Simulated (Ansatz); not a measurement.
The system is MnO.

```xyz
2
Lattice="2.6724 0.0000 0.0000 0.0000 2.6724 0.0000 0.0000 0.0000 2.6724" Properties=species:S:1:pos:R:3 pbc="T T T"
Mn    0.0000    0.0000    0.0000
O     1.3362    1.3362    1.3362
```

Measurements of this composition are mostly on another form, of space group No. 225.

Program: Ansatz 0.2.0. Alike in all runs: potentials or basis Ansatz PAW; spin collinear, ferromagnetic start; cell as given; k mesh 5 × 5 × 5; cutoff (eV) 420; smearing fermi-dirac 0.05 eV; the mesh is coarse, so values aren't converged.

Order these runs on this cell by their band gap on the k mesh, lowest first.
A. level HSE06 form with a typed share of exact exchange; screening (1/Å) 0.2; share of exact exchange 0.1
B. level HSE06 form with a typed share of exact exchange; screening (1/Å) 0.2; share of exact exchange 0.15
C. level B3LYP
D. level PBE0
E. level HSEsol; points for each segment of the path 4

A (0.53 eV), B (1.13 eV), E (1.98 eV), C (2.14 eV), D (2.79 eV).

Caveats: all runs use coarse meshes; the magnetic or orbital state may not be the lowest; a cell with one magnetic atom can't hold antiferromagnetic order, which such compounds often take; odd divisions of the mesh miss points on the zone boundary, where band edges often lie, so the gap on the mesh can be too wide (some runs); the k mesh misses the band edges, so the gap on the mesh is wider than the one along the path (some runs).
